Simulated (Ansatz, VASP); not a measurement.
Two plane-wave programs on Ca

```
Ca
1.0
     3.43507    0.00000    0.00000
     0.00000    3.43507    0.00000
     0.00000    0.00000    3.43507
Ca
1
Direct
  0.00000 0.00000 0.00000
```

Alike in both runs: functional PBE; dispersion D3(BJ); k mesh 11 × 11 × 11; no spin polarisation.

Ansatz relaxed the structure, and its values are those at the end. VASP's run is a single point on that final structure, the one shown.

|  | VASP | Ansatz |
| --- | --- | --- |
| version | VASP 6.6.1 | Ansatz 0.2.0 |
| potentials or method | VASP PAW PBE potentials, release 64 (Ca_sv) | plane waves, PAW |
| plane-wave cutoff (eV) | 520 | 470 |
| occupations | methfessel-paxton of order 1, width 0.05 eV | cold, width 0.05 eV |
| valence electrons in the cell | 10 | 10 |

|  | VASP | Ansatz | Ansatz less VASP |
| --- | --- | --- | --- |
| pressure (GPa) | 0.1 | 0.0 | -0.02 |
| dispersion energy (meV/atom) | -240.5 | -240.6 | -0.08 |

Caveats: pairwise dispersion overbinds metals, which lowers pressure and volume.
